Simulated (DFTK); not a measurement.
## SrO under changes of volume

One of the cells (16.901 Å³/atom); the others are scaled copies at fixed shape and fractional positions:

```
Sr O
1.0
     0.00000    2.56630    2.56630
     2.56630    0.00000    2.56630
     2.56630    2.56630    0.00000
Sr O
1 1
Direct
  0.50000 0.50000 0.50000
  0.00000 0.00000 0.00000
```

- Program: DFTK 0.8.2
- Functional: BLYP
- Potentials or basis: SG15 1.2 (PBE)
- Cutoff: 952 eV
- k mesh: 6 × 6 × 6
- Occupations: fermi-dirac, width 0.05 eV
- Spin: no spin polarisation

```csv
volume (Å³/atom),energy over the lowest point (meV/atom),gap on the mesh (eV)
15.887,81.65,3.43
16.225,55.59,3.44
16.563,?,?
16.901,20.05,3.46
17.239,9.28,3.47
17.577,2.60,3.48
17.915,0.00,3.48
```

Question: What does the run at 16.563 Å³/atom give?

Answer: Energy over the lowest point 35.25 meV/atom; gap on the mesh 3.46 eV.

Worked out: A Birch-Murnaghan fit of order 3 (a polynomial in V^(-2/3)) to the other rows has its minimum at 18.01 Å³/atom, just outside them, with B0 = V·E''(V) = 85 GPa and B' = 4.1. It gives 35.29 meV/atom at 16.563 Å³/atom, against the run's 35.25. A straight line through the other rows of the gap, of slope 0.447 eV per unit of ln V, gives 3.45 eV, against the run's 3.46.

Energies are extrapolated to zero smearing.

Caveats: the minimum lies outside the volumes run; the potentials were made for another functional, which shifts forces and pressure.

A mesh can miss the band edges. Spin-orbit coupling on Sr is left out.
